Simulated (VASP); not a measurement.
# ZnO: single point with LDA

ZnO:

```
Zn O
1.0
     0.00000    2.22368    2.11521
     2.22368    0.00000    2.11521
     2.22368    2.22368    0.00000
Zn O
1 1
Cartesian
  0.0000 0.0000 0.0000
  2.2237 2.2237 2.1152
```

Measurements of this composition are mostly on another form, of space group No. 186.

The cell isn't the ideal one: strain +0.025 along x and y, -0.025 along z, atoms carried along.

```json
{"Program": "VASP 6.6.1", "Task": "single point", "Functional": "LDA", "Potentials or basis": "VASP PAW LDA potentials, release 64 (Zn, O)", "Cutoff": "520 eV", "k mesh": "12 × 12 × 12", "Occupations": "gaussian, width 0.05 eV", "Spin": "no spin polarisation", "Dipole correction": "no", "Further INCAR settings": "ALGO = Normal; EDIFF = 1e-06; NBANDS = 16"}
```

```yaml
Pressure: -16.5 GPa
Band_gap_on_the_k_mesh: 0.48 eV, indirect (least direct gap 1.65 eV)
```

Stress tensor (GPa, compression positive):
```
-16.98   0.00   0.00
  0.00 -16.98   0.00
  0.00   0.00 -15.60
```

Levels at points of the mesh, in eV from the valence-band top:
| k point | band 6 | band 7 | band 8 | band 9 | band 10 | band 11 | band 12 | band 13 |
| --- | --- | --- | --- | --- | --- | --- | --- | --- |
| (0.00, 0.00, 0.00) | -4.77 | -1.46 | -1.17 | -1.17 | 0.48 | 17.28 | 17.28 | 17.52 |
| (0.50, 0.00, 0.00) | -4.59 | -3.76 | -0.24 | 0.00 | 5.10 | 8.29 | 11.63 | 12.66 |
| (0.50, 0.50, 0.00) | -4.51 | -4.18 | -2.71 | -2.71 | 3.62 | 10.48 | 10.52 | 14.01 |
| (0.50, 0.00, 0.50) | -4.49 | -4.26 | -2.80 | -2.32 | 3.64 | 9.79 | 11.13 | 14.16 |

It took 19 s on 1 thread of Intel(R) Xeon(R) Platinum 8488C (Sapphire Rapids), on a shared host, peak memory 0.16 GiB.

Caveat: so large a pressure means that the cell lies far from this level's equilibrium, or that cutoff or potentials fall short. A k mesh can miss the band edges.
